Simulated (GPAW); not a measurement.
Runs of GPAW 26.7.0 on CuO. Symmetry: P4/mmm, No. 123, tetragonal system. The conventional cell has a = 4.161 Å, b = 4.161 Å, c = 3.888 Å, α = 90.00°, β = 90.00°, γ = 90.00°. Cu (site symmetry mmm) has 4 O at 1.94 to 2.08 Å as nearest neighbours. Around Cu (site symmetry 4/mmm) lie 6 O at 1.94 to 2.08 Å. O (site symmetry 4/mmm) has 6 Cu at 1.94 to 2.08 Å as nearest neighbours. Around O (site symmetry mmm) lie 4 Cu at 1.94 to 2.08 Å. Measurements of this composition are mostly on another form, of space group No. 15.

```csv
task,level,potentials or basis,cell,k mesh,band path,band points,optimizer,fmax,max steps,mesh quality,gap on the mesh (eV),pressure (GPa)
band structure,PBEsol,"PAW data sets generated in the run's folder for this functional, pw",as given,4 × 4 × 5,"GXMGZRAZ,XR,MA",100,-,-,-,coarse,-,-3.3
band structure,LDA,"the program's PAW data sets (release 1.2.1) made for this functional, pw",as given,4 × 4 × 5,"GXMGZRAZ,XR,MA",100,-,-,-,coarse,-,(a)
single point,PBEsol,"PAW data sets generated in the run's folder for this functional, pw",as given,7 × 7 × 7,-,-,-,-,-,not flagged,none,-3.4
relaxation of cell and atoms,PBE+D3,"GPAW PAW data sets (gpaw-data 1.2.1), pw",relaxed to -2 GPa,4 × 4 × 4,-,-,BFGS,0.01 eV/Å,40,coarse,none,-2.1
```

Alike in all rows: no spin polarisation; cutoff (eV) 800; smearing fermi-dirac 0.05 eV.

**Question.** Estimate the missing entries.

**Answer.** (a) -10.2.

Caveats: some runs use coarse meshes; with this Cu data set, volumes or pressures lay over 1.5 % or 2 GPa off other programs in two to four cells of ten; an odd number of electrons without spin polarisation forces a metal; a magnetic or distorted state may lie lower; the run has no spin polarisation, though such a crystal can be magnetic; semilocal functionals often make such compounds metallic where correlation or magnetic order opens a gap, which also shifts bond lengths; later steps reuse the first step's grids (some runs); pairwise dispersion overbinds metals, which lowers pressure and volume (some runs).

A gap of «none» marks a metal or a gap under the smearing width.
